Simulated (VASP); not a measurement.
# Si2Ge in VASP: a series of runs, part 2 of 2

VASP 6.6.1. Earlier steps stand in the parts before.

**3. Relaxation of cell and atoms, PBE**

This run uses another cell than the first one, of 13.40 Å³/atom, 0.644 times its volume.

INCAR reads:

```
SYSTEM = Si2Ge
ALGO = Fast ; EDIFF = 1E-4
EDIFFG = -0.08 ; ENCUT = 520
GGA = PE ; IBRION = 2
ISIF = 3 ; ISMEAR = 0
LASPH = .TRUE. ; LCHARG = .FALSE.
LREAL = .FALSE. ; LWAVE = .FALSE.
NELM = 60 ; NSW = 24
PREC = Normal ; SIGMA = 0.15
```

KPOINTS reads:

```
k-points
0
G
  4 4 5
  0 0 0
```

POSCAR reads:

```
Si2Ge
1.0
    5.0140881800      0.0000000000      0.0000000000
    0.0000000000      5.0140881800      0.0000000000
    0.0000000000      0.0000000000      3.1990874200
Si Ge
4 2
Direct
    0.3059000100      0.3059000100      0.0000000000
    0.1940999900      0.8059000100      0.5000000000
    0.6940999900      0.6940999900      0.0000000000
    0.8059000100      0.1940999900      0.5000000000
    0.0000000000      0.0000000000      0.0000000000
    0.5000000000      0.5000000000      0.5000000000
```

Potentials or basis: VASP PAW PBE potentials, release 64 (Si, Ge_d).

On the command line:

```
$ cat potpaw_PBE.64/Si/POTCAR potpaw_PBE.64/Ge_d/POTCAR > POTCAR
$ mpirun -np 1 vasp_std > vasp.out
```

OUTCAR:

```text
SYSTEM = Si2Ge
   EDIFF = 1E-4
   EDIFFG = -0.08
   ENCUT = 520
   GGA = PE
   IBRION = 2
   ISIF = 3
   ISMEAR = 0
   LASPH = .TRUE.
   LREAL = .FALSE.
   NELM = 60
   NSW = 24
   PREC = Normal

 ion  position               nearest neighbor table
   1  0.306  0.306  0.000-   6 2.11   6 2.11   5 2.17   3 2.75   4 3.03   2 3.03   4 3.03   2 3.03
                             2 3.03   2 3.03   4 3.03   4 3.03
   2  0.194  0.806  0.500-   5 2.11   5 2.11   6 2.17   4 2.75   1 3.03   1 3.03   3 3.03   3 3.03
                             1 3.03   1 3.03   3 3.03   3 3.03
   3  0.694  0.694  0.000-   6 2.11   6 2.11   5 2.17   1 2.75   4 3.03   2 3.03   4 3.03   2 3.03
                             4 3.03   4 3.03   2 3.03   2 3.03
   4  0.806  0.194  0.500-   5 2.11   5 2.11   6 2.17   2 2.75   3 3.03   1 3.03   3 3.03   1 3.03
                             3 3.03   3 3.03   1 3.03   1 3.03
   5  0.000  0.000  0.000-   2 2.11   4 2.11   2 2.11   4 2.11   3 2.17   1 2.17
   6  0.500  0.500  0.500-   1 2.11   3 2.11   1 2.11   3 2.11   2 2.17   4 2.17

  LATTYP: Found a simple tetragonal cell.
 ALAT       =     5.0140881800
 C/A-ratio  =     0.6380197765

  Lattice vectors:

 A1 = (   5.0140881800,   0.0000000000,   0.0000000000)
 A2 = (   0.0000000000,   5.0140881800,   0.0000000000)
 A3 = (   0.0000000000,   0.0000000000,   3.1990874200)

Analysis of symmetry for initial positions (statically):
=====================================================================
 Subroutine PRICEL returns:
 Original cell was already a primitive cell.

 Routine SETGRP: Setting up the symmetry group for a
 simple tetragonal supercell.
[... 164 lines left out ...]
 number of electron      44.0000075 magnetization

 Free energy of the ion-electron system (eV)
  ---------------------------------------------------
  ext. energy  EPLUGINS =         0.00000000
  ---------------------------------------------------
  free energy    TOTEN  =       -17.03572052 eV

  energy without entropy =      -17.00780741  energy(sigma->0) =      -17.02176397

 E-fermi :  10.9490     XC(G=0): -11.7937

 val. band max:       10.8388531390   @ k =   0.5000   0.5000   0.4000
 cond. band min:      10.9901690058   @ k =   0.2500   0.0000   0.2000
 fundamental gap:      0.1513158668
 Fermi energy:        10.9490144367
[... 1162 lines left out ...]
  FREE ENERGIE OF THE ION-ELECTRON SYSTEM (eV)
  ---------------------------------------------------
  free  energy   TOTEN  =       -25.5152910021 eV

  energy  without entropy=      -25.4887874863  energy(sigma->0) =      -25.50203924

[... ionic steps 4 to 8 ...]

--------------------------------------- Ionic step        9  -------------------------------------------

 number of electron      44.0000076 magnetization

------------------------ aborting loop because EDIFF is reached ----------------------------------------
[... 75 lines left out ...]
--------------------------------------- Ionic step       11  -------------------------------------------

 number of electron      43.9999900 magnetization

 Free energy of the ion-electron system (eV)
  ---------------------------------------------------
  ext. energy  EPLUGINS =         0.00000000
  ---------------------------------------------------
  free energy    TOTEN  =       -25.59855054 eV

  energy without entropy =      -25.56477421  energy(sigma->0) =      -25.58166237

 E-fermi :   5.2689     XC(G=0):  -9.6907

 val. band max:        5.1009601258   @ k =   0.5000   0.2500   0.4000
 cond. band min:       5.2934068215   @ k =   0.5000   0.2500   0.2000
 fundamental gap:      0.1924466958
 Fermi energy:         5.2689077817
[... 553 lines left out ...]
  FREE ENERGIE OF THE ION-ELECTRON SYSTEM (eV)
  ---------------------------------------------------
  free  energy   TOTEN  =       -25.5985505363 eV

  energy  without entropy=      -25.5647742120  energy(sigma->0) =      -25.58166237

 reached required accuracy - stopping structural energy minimisation
```

It took 97 s on 1 thread of Intel Xeon Platinum 8559C (Emerald Rapids), shared host; peak memory 0.16 GiB.

Results:

```yaml
Free_energy: -25.5986 eV
Relaxed_volume: 21.66 Å³/atom
Relaxed_cell: a = 5.739 Å, b = 5.739 Å, c = 3.946 Å, α = 90.00°, β = 90.00°, γ = 90.00°
Space_group_after_relaxing_to_0.05_Å: P4_2/mnm (No. 136)
Energy_gained_by_relaxing: 1427.1 meV/atom
Ionic_steps: 11
Pressure_after_relaxing: 0.0 GPa
Largest_force_after_relaxing: 0.004 eV/Å
Band_gap_on_the_k_mesh: none (metal or under the smearing width)
```

Forces in eV/Å, atoms in the order of the input:
```
Si   0.003  0.003  0.000
Si  -0.003  0.003  0.000
Si  -0.003 -0.003  0.000
Si   0.003 -0.003  0.000
Ge   0.000  0.000  0.000
Ge   0.000  0.000  0.000
```

Step by step:
| step | energy change (eV) | largest force (eV/Å) | pressure (GPa) | volume (Å³) |
| --- | --- | --- | --- | --- |
| 1 | 0.0000 | 2.3855 | 85.78 | 80.43 |
| 2 | -5.5093 | 0.1476 | -9.96 | 195.65 |
| 3 | -8.4796 | 0.5170 | 0.28 | 129.14 |
| 4 | -8.4769 | 0.5107 | 2.10 | 128.02 |
| 5 | -8.5231 | 0.2880 | 0.34 | 129.26 |
| 6 | -8.5393 | 0.1343 | 0.00 | 130.22 |
| 7 | -8.5416 | 0.0697 | -0.43 | 130.66 |
| 8 | -8.5479 | 0.0289 | 0.37 | 129.70 |
| 9 | -8.5500 | 0.0061 | 0.87 | 129.13 |
| 10 | -8.5546 | 0.0005 | 0.62 | 129.34 |
| 11 | -8.5628 | 0.0036 | -0.02 | 129.96 |

Final structure:
```
Si Ge
1.0
     5.73870    0.00000    0.00000
     0.00000    5.73870    0.00000
     0.00000    0.00000    3.94636
Si Ge
4 2
Direct
  0.30630 0.30630 0.00000
  0.19370 0.80630 0.50000
  0.69370 0.69370 0.00000
  0.80630 0.19370 0.50000
  0.00000 0.00000 0.00000
  0.50000 0.50000 0.50000
```

Levels at points of the mesh, in eV from the Fermi level:
| k point | band 20 | band 21 | band 22 | band 23 | band 24 | band 25 |
| --- | --- | --- | --- | --- | --- | --- |
| (0.00, 0.00, 0.00) | -1.87 | -1.32 | 0.20 | 0.65 | 1.29 | 1.29 |
| (0.50, 0.00, 0.00) | -1.39 | -0.48 | -0.48 | 1.70 | 1.70 | 2.00 |
| (0.50, 0.50, 0.00) | -2.35 | 0.32 | 0.32 | 0.84 | 0.88 | 0.99 |

Caveat: the k mesh is coarse (spacing up to 0.39 Å⁻¹), so the values aren't converged; the volume moved by over 15 % at a fixed basis, so the end points are rough; the relaxation stopped at a loose force limit of 0.08 eV/Å, so its end isn't a converged minimum.

**4. Relaxation of cell and atoms, PBE**

This run uses another cell than the first one: it holds 3 atoms, not 6.

INCAR is that of step 3.

KPOINTS reads:

```
k-points
0
G
  8 8 8
  0 0 0
```

POSCAR reads:

```
Si2Ge
1.0
   -1.6846066300      1.6846066300      4.1042733600
    1.6846066300     -1.6846066300      4.1042733600
    1.6846066300      1.6846066300     -4.1042733600
Si Ge
2 1
Direct
    0.6646264200      0.6646264200      0.0000000000
    0.3353735800      0.3353735800      0.0000000000
    0.0000000000      0.0000000000      0.0000000000
```

On the command line:

```
$ cat potpaw_PBE.64/Si/POTCAR potpaw_PBE.64/Ge_d/POTCAR > POTCAR
$ mpirun -np 1 vasp_std > vasp.out
```

It took 1.7 min on 1 thread of Intel Xeon Platinum 8559C (Emerald Rapids), shared host; peak memory 0.18 GiB.

Results (log left out):

| Property | Result |
| --- | --- |
| Free energy | -13.8771 eV |
| Relaxed volume | 16.36 Å³/atom |
| Relaxed cell | a = 4.871 Å, b = 4.871 Å, c = 4.871 Å, α = 139.08°, β = 139.08°, γ = 59.25° |
| Space group after relaxing (to 0.05 Å) | I4/mmm (No. 139) |
| Energy gained by relaxing | 24.0 meV/atom |
| Ionic steps | 13 |
| Pressure after relaxing | 0.1 GPa |
| Largest force after relaxing | 0.078 eV/Å |
| Band gap on the k mesh | none (metal or under the smearing width) |

Forces in eV/Å, atoms in the order of the input:
```
Si   0.000  0.000  0.078
Si   0.000  0.000 -0.078
Ge   0.000  0.000  0.000
```

Stress tensor (GPa, compression positive):
```
 0.47  0.00  0.00
 0.00  0.47  0.00
 0.00  0.00 -0.69
```

Step by step:
```
step  energy change (eV)  largest force (eV/Å)  pressure (GPa)  volume (Å³)
   1              0.0000                0.3632            4.48        46.59
   2             -0.0414                0.2532           -0.57        49.58
   3             -0.0416                0.2568           -0.47        49.46
   4             -0.0485                0.2169           -0.47        49.37
   5             -0.0624                0.0955            0.45        49.07
   6             -0.0565                0.1392            2.14        48.48
   7             -0.0654                0.0254           -0.15        48.88
   8             -0.0704                0.0443            1.21        48.66
   9             -0.0705                0.0446            0.68        48.65
  10             -0.0705                0.0492            1.13        48.63
  11             -0.0719                0.0848           -0.48        49.23
  12             -0.0720                0.0747            0.60        49.01
  13             -0.0721                0.0781            0.08        49.09
```

Final structure:
```
Si Ge
1.0
    -1.70251    1.70251    4.23388
     1.70251   -1.70251    4.23388
     1.70251    1.70251   -4.23388
Si Ge
2 1
Cartesian
  0.0000 0.0000 5.7537
  0.0000 0.0000 2.7140
  0.0000 0.0000 0.0000
```

Levels at points of the mesh, in eV from the Fermi level:
```
           k point  band 8  band 9  band 10  band 11  band 12  band 13  band 14  band 15
(0.00, 0.00, 0.00)   -5.42   -0.44    -0.44    -0.21     0.08     0.42     0.42     3.43
(0.50, 0.00, 0.00)   -6.26   -5.64     1.27     1.56     1.60     2.12     3.32     3.57
(0.50, 0.50, 0.00)   -6.37   -5.88    -4.74    -4.02    -0.35    -0.03     1.22     2.06
(0.50, 0.50, 0.50)   -2.06   -2.02    -2.02     2.18     3.23     4.93     5.02     5.24
```

Caveat: the relaxation stopped at a loose force limit of 0.08 eV/Å, so its end isn't a converged minimum.

**5. The runs side by side**

| k mesh | mesh quality | gap on the mesh (eV) | pressure (GPa) | relaxed volume (Å³/atom) | largest force (eV/Å) |
| --- | --- | --- | --- | --- | --- |
| 5 × 5 × 2 | not flagged | 0.56 | -0.3 | 21.48 | 0.05 |
| 4 × 4 × 5 | coarse | none | 0.0 | 21.66 | - |
| 8 × 8 × 8 | not flagged | none | 0.1 | 16.36 | 0.08 |

Alike in all rows: task relaxation of cell and atoms; level PBE; potentials or basis VASP PAW PBE potentials, release 64 (Si, Ge_d); no spin polarisation; cell relaxed; cutoff (eV) 520; smearing gaussian 0.15 eV.

Caveats: some runs use coarse meshes; the relaxation stopped at a loose force limit of 0.08 eV/Å, so its end isn't a converged minimum; an odd mesh through Γ misses points on the zone boundary, where band edges often lie (some runs); the volume moved by over 15 % at a fixed basis, so the end points are rough (some runs).

Absolute energies hang on the potentials; compare differences alone.
